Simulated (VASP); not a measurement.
Set up this calculation in VASP 6.6.1, as the native input.

- Task: relaxation of cell and atoms
- Functional: PBE
- Potentials or basis: VASP PAW PBE potentials, release 64 (Ti_sv, Pb_d, O)
- Cutoff: 520 eV
- k mesh: 4 × 4 × 4
- Occupations: gaussian, width 0.15 eV
- Spin: no spin polarisation
- Further INCAR settings: PREC = Normal; ALGO = Fast; EDIFF = 0.0001; IBRION = 2; EDIFFG = -0.08; NSW = 24; ISIF = 3

The structure of TiPbO4 lies in POSCAR:

```
TiPbO4
1.0
    2.3862978000     -4.1361701000      0.0000000000
    2.3862978000      4.1361701000      0.0000000000
    0.0000000000      0.0000000000      3.8676416900
Ti Pb O
1 1 4
Direct
    0.0000000000      0.0000000000      0.5000000000
    0.5000000000      0.5000000000      0.0000000000
    0.1700774500      0.8299225500      0.0000000000
    0.8299225500      0.1700774500      0.0000000000
    0.0000000000      0.5000000000      0.5000000000
    0.5000000000      0.0000000000      0.5000000000
```

The cell was built by a generator and needn't be a form met in nature.

The input as run:

INCAR

```
  PREC = Normal
  ENCUT = 520
  EDIFF = 1E-4
  ISMEAR = 0
  SIGMA = 0.15
  LREAL = False
  LASPH = True
  NELM = 60
  ALGO = Fast
  ISIF = 3
  LWAVE = False
  LCHARG = False
  GGA = PE
  IBRION = 2
  NSW = 24
  EDIFFG = -0.08
```

KPOINTS

```
regular mesh
0
Gamma
  4 4 4
```

Potentials or basis: VASP PAW PBE potentials, release 64 (Ti_sv, Pb_d, O).

Command:

```bash
$ cat potpaw_PBE.64/Ti_sv/POTCAR potpaw_PBE.64/Pb_d/POTCAR potpaw_PBE.64/O/POTCAR > POTCAR
$ mpirun -np 1 vasp_std > vasp.out
```

It gave:

```
Relaxed volume                         : 11.69 Å³/atom
Relaxed cell                           : a = 4.080 Å, b = 4.080 Å, c = 4.231 Å, α = 90.00°, β = 90.00°, γ = 94.93°
Space group after relaxing (to 0.05 Å) : Cmmm (No. 65)
Energy gained by relaxing              : 1159.7 meV/atom
Ionic steps                            : 13
Pressure after relaxing                : 0.0 GPa
Largest force after relaxing           : 0.046 eV/Å
Band gap on the k mesh                 : 0.49 eV, indirect (least direct gap 0.63 eV)
```

Caveat: spin-orbit coupling is left out, which as a rule narrows the gap of such compounds by several tenths of an eV; the relaxation stopped at a loose force limit of 0.08 eV/Å, so its end isn't a converged minimum.

Run time: 6.6 min on 1 thread of Intel(R) Xeon(R) Platinum 8375C CPU @ 2.90GHz (Ice Lake), with other jobs on the host, peak memory 0.18 GiB.
